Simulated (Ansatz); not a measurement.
Level of theory: Ansatz, DFT PBE, scalar-relativistic, plane waves, PAW. All cells share a 420 eV cutoff and Γ-centred k meshes spaced at most about 0.3 Å⁻¹ (about 0.25 or finer for metals, 2π included). No spin polarisation.

Each guess is relaxed in cell and atoms at zero pressure, on a coarse mesh first where it starts far from rest and then on a converged one. The steps can't lower the symmetry of the start, but it can rise. Energies are static (0 K, no zero-point motion).

Two unrelaxed guesses for Si5Ge:

A.

```xyz
6
Lattice="5.0342 0.0000 0.0000 -2.5171 4.3597 0.0000 0.0000 0.0000 4.1598" Properties=species:S:1:pos:R:3 pbc="T T T"
Si    0.0000    2.9065    0.0000
Si    2.5171    1.4532    0.0000
Si    2.5171    0.0000    2.0799
Si    1.2585    2.1799    2.0799
Si   -1.2585    2.1799    2.0799
Ge    0.0000    0.0000    0.0000
```

B.

```xyz
6
Lattice="2.8212 0.0000 0.0000 -1.4106 2.4432 0.0000 0.0000 0.0000 13.8209" Properties=species:S:1:pos:R:3 pbc="T T T"
Si    1.4106    0.8144    9.2140
Si    0.0000    1.6288   11.5174
Si    1.4106    0.8144    2.3035
Si    0.0000    1.6288    4.6069
Si    0.0000    0.0000    6.9105
Ge    0.0000    0.0000    0.0000
```

Question: Where do they end, and which end is lower?

Answer: B ends lower, by 43 meV/atom. A: P6/mmm at 15.2 Å³/atom → P6/mmm (CaCu5 type) at 16.6 Å³/atom; B: P-3m1 at 15.9 Å³/atom → P-3m1 at 15.6 Å³/atom. Counting Si atoms around Ge (those within 1.25 times the shortest such distance or 1.15 times the sum of covalent radii, 1.27 where that leaves under three; a plus sign parts nearer from farther groups; the shortest distance is added where it exceeds 1.18 times the sum of covalent radii), the end of A has Ge 6+12 from 2.9 Å and the end of B has Ge 6 from 3.0 Å. End of A. Conventional cell: a = 4.938 Å, c = 4.708 Å. Around Si on a site of symmetry -6m2 lie 9 Si at 2.75–2.85 Å and 3 Ge at 2.85 Å; around Si on a site of symmetry mmm lie 4 Si at 2.47 Å and 4 Si at 2.75 Å; around Ge lie 6 Si at 2.85 Å and 12 Si at 3.41 Å. End of B. Conventional cell: a = 2.862 Å, c = 13.175 Å. Si on a site of symmetry 3m is surrounded by 6 Si at 2.64 Å and 6 Si at 2.86 Å; around Si on a second site of symmetry 3m lie 3 Si at 2.64 Å, 6 Si at 2.86 Å and 3 Ge at 2.97 Å; around Ge lie 6 Ge at 2.86 Å and 6 Si at 2.97 Å; 1 more site not described.

Ends held by symmetry can be saddle points. Neither end is the lowest form computed: that has Si and Ge ordered on diamond sites, space group Imm2 (No. 44) and lies 0.52 eV/atom below the better end. Even the lowest of the cells shown lies +0.53 eV/atom against the elements. Some structure types and database cells were kept out of the candidates from the start, so a known form may be missing.
